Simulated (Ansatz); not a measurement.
BeS: Core-level photoemission

Cell: an entry of the Crystallography Open Database (COD) whose atoms were relaxed with PBE, the cell held, repeated to a supercell; a hole's nearest image is 6.9 Å away.

```cif
data_BeS
_symmetry_space_group_name_H-M 'F-43m'
_symmetry_Int_Tables_number 216
_cell_length_a 4.8500
_cell_length_b 4.8500
_cell_length_c 4.8500
_cell_angle_alpha 90.000
_cell_angle_beta 90.000
_cell_angle_gamma 90.000
loop_
_atom_site_label
_atom_site_type_symbol
_atom_site_symmetry_multiplicity
_atom_site_Wyckoff_symbol
_atom_site_fract_x
_atom_site_fract_y
_atom_site_fract_z
Be1 Be 4 a 0.0000 0.0000 0.0000
S9 S 4 c 0.2500 0.2500 0.2500
```

One atom of each set is listed; the run and its k-mesh use a cell of 16 atoms with edges of 6.86, 6.86, 6.86 Å.

All values are calculated (Ansatz; DFT, PBE, plane waves and PAW, scalar-relativistic, 420 eV cutoff, Γ-centred 4×4×4 k-points, fixed occupations), not measured.

Each value is a total-energy difference between the cell with one core hole and the ground state (ΔSCF), counted from the top of the valence band. The cell with the hole is spin-polarised, as the shell with the hole is left with one unpaired spin. The periodic images are corrected with the calculated ε∞ = 5.27.

Task: Give the S 2p lines of each distinct site.

Result: 

```tsv
line	atom	first shell	E_B (eV)	j = l + ½ / j = l − ½ (eV)
S 2p	9	4 Be at 2.10 Å	161.4	161.0 / 162.2
```

For p, d and f shells E_B is the weighted mean of the two lines, whose splitting comes from the free atom's Dirac orbitals.

The program doubts some values: the cell is too small to check the potential alignment. Absolute PBE values can be off by an eV or more. Multiplets, satellites and widths aren't calculated.
